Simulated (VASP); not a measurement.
Crystal: HgSe.

```
CELL_PARAMETERS angstrom
3.98972 0.00000 0.00000
1.99486 3.45520 0.00000
1.99486 1.15173 3.25759
ATOMIC_POSITIONS crystal
Hg 0.00000 0.00000 0.00000
Se 0.75000 0.75000 0.75000
```

The cell isn't the ideal one: volume scaled by 0.8.

| Quantity | Value |
| --- | --- |
| Program | VASP 6.6.1 |
| Task | relaxation of cell and atoms |
| Functional | PBE |
| Dispersion | D2 |
| Potentials or basis | VASP PAW PBE potentials, release 64 (Hg, Se) |
| Cutoff | 600 eV |
| k mesh | 8 × 8 × 8 |
| Occupations | gaussian, width 0.1 eV |
| Spin | no spin polarisation |

At the start: pressure 22.2 GPa; volume 22.45 Å³/atom.

**Question.** Where does the relaxation end?

**Answer.** Over 14 steps the energy falls by 319.9 meV/atom and the volume is 28.37 Å³/atom (+26.3 %); space group F-43m (No. 216, to 0.05 Å).

The path:
| step | energy change (eV) | largest force (eV/Å) | pressure (GPa) | volume (Å³) |
| --- | --- | --- | --- | --- |
| 1 | 0.0000 | 0.0000 | 22.25 | 44.91 |
| 2 | -0.2509 | 0.0000 | 15.69 | 47.04 |
| 3 | -0.5202 | 0.0000 | 7.35 | 50.88 |
| 4 | -0.6374 | 0.0000 | 0.86 | 55.79 |
| 5 | -0.5932 | 0.0000 | -3.14 | 61.13 |
| 6 | -0.5954 | 0.0000 | -3.08 | 61.02 |
| 7 | -0.5995 | 0.0000 | -2.96 | 60.79 |
| 8 | -0.6053 | 0.0000 | -2.77 | 60.47 |
| 9 | -0.6122 | 0.0000 | -2.52 | 60.05 |
| 10 | -0.6196 | 0.0000 | -2.19 | 59.54 |
| 11 | -0.6268 | 0.0000 | -1.80 | 58.97 |
| 12 | -0.6330 | 0.0000 | -1.34 | 58.33 |
| 13 | -0.6378 | 0.0000 | -0.76 | 57.59 |
| 14 | -0.6399 | 0.0000 | -0.03 | 56.74 |

Final structure:
```cif
data_structure
_symmetry_space_group_name_H-M 'P 1'
_symmetry_Int_Tables_number 1
_cell_length_a 4.3131
_cell_length_b 4.3131
_cell_length_c 4.3131
_cell_angle_alpha 60.000
_cell_angle_beta 60.000
_cell_angle_gamma 60.000
_cell_volume 56.74
loop_
_atom_site_label
_atom_site_type_symbol
_atom_site_fract_x
_atom_site_fract_y
_atom_site_fract_z
_atom_site_occupancy
Hg1 Hg 0.00000 0.00000 0.00000 1
Se1 Se 0.75000 0.75000 0.75000 1
```

Caveat: atom-pairwise D2, TS and ULG terms overbind metals; pairwise dispersion overbinds metals, which lowers pressure and volume.
